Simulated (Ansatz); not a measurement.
Here is an Ansatz 0.2.0 calculation.

The input input.yaml:

```yaml
crystal:
  lattice:
    - [0.0, 2.731, 2.731]
    - [2.731, 0.0, 2.731]
    - [2.731, 2.731, 0.0]
  atoms:
    - { symbol: Ca, position: [0.0, 0.0, 0.0] }
    - { symbol: F, position: [0.75, 0.75, 0.75] }
    - { symbol: F, position: [0.25, 0.25, 0.25] }
hamiltonian:
  xc: lda
  pseudopotentials: { kind: paw }
kpoints:
  mp_grid: { grid: [8, 8, 8] }
scf:
  occupations: { method: gaussian, width: 0.01 }
  n_extra_bands: 7
output:
  forces: true
  stress: true
  eigenvalues: true
  dos: { projected: false, de: 0.05, nscf_kmesh: { grid: [12, 12, 12] } }
```

Potentials or basis: Ansatz PAW.

Run with:

```console
$ ansatz run input.yaml --threads 2 --pin off --max-ram 5632MiB --backend cpu --events-out ev --progress --plain --runs-dir out
```

Question: Estimate the pressure.

Answer: -6.5 GPa.

Question: Estimate the band gap on the k mesh.

Answer: 6.93 eV, indirect (least direct gap 7.18 eV).

States per cell in windows of 1 eV (zero at the valence-band top; states under -8 eV left out):
```tsv
from (eV)	total
-8.0	0.00
-7.0	0.00
-6.0	0.00
-5.0	0.00
-4.0	0.00
-3.0	1.80
-2.0	4.91
-1.0	5.30
0.0	0.00
1.0	0.00
2.0	0.00
3.0	0.00
4.0	0.00
5.0	0.00
6.0	0.00
7.0	0.16
```

Caveat: the pressure holds a Pulay correction of +0.8 GPa for the finite cutoff; the PAW data sets come from PBE, with cores solved anew for the run's functional, which leaves a small shift of forces and pressure. A k mesh can miss the band edges.
